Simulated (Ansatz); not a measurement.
Wanted: the native input for an Ansatz 0.2.0 run.

```yaml
Task: band structure
Functional: PBEsol
Potentials_or_basis: Ansatz PAW
Cutoff: "420 eV (not typed: the program's choice for these potentials)"
k_mesh: 7 × 7 × 5
Occupations: fermi-dirac, width 0.05 eV
Spin: spin-orbit coupling, no magnetisation
Path: "[[\"G\", \"M\", \"K\", \"G\", \"A\", \"L\", \"H\", \"A\"], [\"L\", \"M\"], [\"K\", \"H\"]]"
Points_for_each_segment_of_the_path: 14
```

TePt:

```
Pt Te
1.0
     4.26288    0.00000    0.00000
    -2.13144    3.69176    0.00000
     0.00000    0.00000    5.66177
Pt Te
2 2
Direct
  0.00000 0.00000 0.00000
  0.00000 0.00000 0.50000
  0.33333 0.66667 0.25000
  0.66667 0.33333 0.75000
```

Measurements of this composition are mostly on another form, of space group No. 166.

One way to write it, as run:

input.yaml

```yaml
crystal:
  lattice:
    - [4.2628798384, 0.0, 0.0]
    - [-2.1314399192, 3.6917622333, 0.0]
    - [0.0, 0.0, 5.661771]
  atoms:
    - { symbol: Pt, position: [0.0, 0.0, 0.0] }
    - { symbol: Pt, position: [0.0, 0.0, 0.5] }
    - { symbol: Te, position: [0.3333333333, 0.6666666667, 0.25] }
    - { symbol: Te, position: [0.6666666667, 0.3333333333, 0.75] }
hamiltonian:
  xc: pbesol
  pseudopotentials: { kind: paw_fr }
magnetization:
  noncollinear: true
  spin_orbit: true
kpoints:
  mp_grid: { grid: [7, 7, 5] }
  band_path:
    path:
      - [[0.0, 0.0, 0.0], [0.5, 0.0, 0.0], [0.3333333333, 0.3333333333, 0.0], [0.0, 0.0, 0.0], [0.0, 0.0, 0.5], [0.5, 0.0, 0.5], [0.3333333333, 0.3333333333, 0.5], [0.0, 0.0, 0.5]]
      - [[0.5, 0.0, 0.5], [0.5, 0.0, 0.0]]
      - [[0.3333333333, 0.3333333333, 0.0], [0.3333333333, 0.3333333333, 0.5]]
    npoints: 14
scf:
  occupations: { method: fermi_dirac, width: 0.05 }
  n_extra_bands: 10
output:
  forces: true
  stress: true
  eigenvalues: true
  fatbands: false
  write_density: true
  write_potential: true
  elf: true
  volumetric_format: npy
```

Potentials or basis: Ansatz PAW.

Launch:

```sh
$ ansatz run input.yaml --threads 2 --pin off --max-ram 5632MiB --backend cpu --events-out ev --progress --plain --runs-dir out
```

It gave:

| Quantity | Value |
| --- | --- |
| Pressure | -4.8 GPa |
| Band gap on the k mesh | none (metal or under the smearing width) |

Caveat: the PAW data sets come from PBE, with cores solved anew for the run's functional, which leaves a small shift of forces and pressure.

Wall time 2 min on 2 threads of Arm Neoverse V1 (shared host), peak memory 1.2 GiB.
